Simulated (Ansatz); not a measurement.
Space group P6_3/mmc (No. 194). a = 3.347 Å, b = 3.347 Å, c = 11.664 Å, α = 90.00°, β = 90.00°, γ = 120.00°
| atom | site | symmetry | x | y | z |
| --- | --- | --- | --- | --- | --- |
| Hf | 4f | 3m. | 0.6667 | 0.3333 | 0.8986 |
| S | 2b | -6m2 | 0.0000 | 0.0000 | 0.7500 |

Equation of state of this Hf₂S structure (not necessarily the ground state), with shape and atoms relaxed at each volume where symmetry leaves them free. It has no gap at any of these volumes. These are results of Ansatz 0.2.0, DFT PBEsol, scalar-relativistic, plane waves, PAW, not measurements.

Cutoff 420 eV; k points 12×12×4 on the computed 6-atom cell (Γ-centred); Gaussian smearing, width 0.10 eV; no spin polarisation.

```tsv
V (Å³/atom)	E − E(largest V) (meV/atom)	P (GPa)
17.724	5.97	9.80
18.289	-19.18	4.55
18.855	-27.05	0.00
19.421	-19.97	-3.93
19.986	0.00	-7.31
```

Problem. Fit a third-order Birch–Murnaghan equation to E(V).

Solution. V0 = 18.86 Å³/atom, B0 = 141 GPa, B0' = 3.9.

Spin-orbit coupling is left out, which matters for the bands of heavy elements.